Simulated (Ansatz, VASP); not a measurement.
## Ir in VASP and in Ansatz

```
Ir
1.0
     0.00000    2.75451    2.75451
     2.75451    0.00000    2.75451
     2.75451    2.75451    0.00000
Ir
2
Direct
  0.00000 0.00000 0.00000
  0.25000 0.25000 0.25000
```

Alike in both runs: task relaxation of cell and atoms; functional PBEsol; k mesh 14 × 14 × 14; occupations gaussian, width 0.1 eV; no spin polarisation.

|  | VASP | Ansatz |
| --- | --- | --- |
| version | VASP 6.6.1 | Ansatz 0.2.0 |
| potentials or method | VASP PAW PBE potentials, release 64 (Ir) | scalar-relativistic, plane waves, PAW |
| plane-wave cutoff (eV) | 600 | 420 |
| valence electrons in the cell | 18 | 34 |

|  | VASP | Ansatz | Ansatz less VASP |
| --- | --- | --- | --- |
| gap on the k mesh at the Fermi level, each at its own relaxed structure (eV) | none | none | - |
| relaxed volume (Å³/atom) | 20.83 | 20.85 | +0.029 |
| relaxed cell length with the largest relative difference (Å) | 3.891 | 3.893 | +0.0018 |

A gap of «none» marks a metal or a gap that the smearing closes. The two sets of potentials don't hold the same shells in valence.

Caveats: the PAW data sets were made with another functional, which shifts forces and pressure a little (VASP). Spin-orbit coupling is left out, which matters for the levels of Ir.
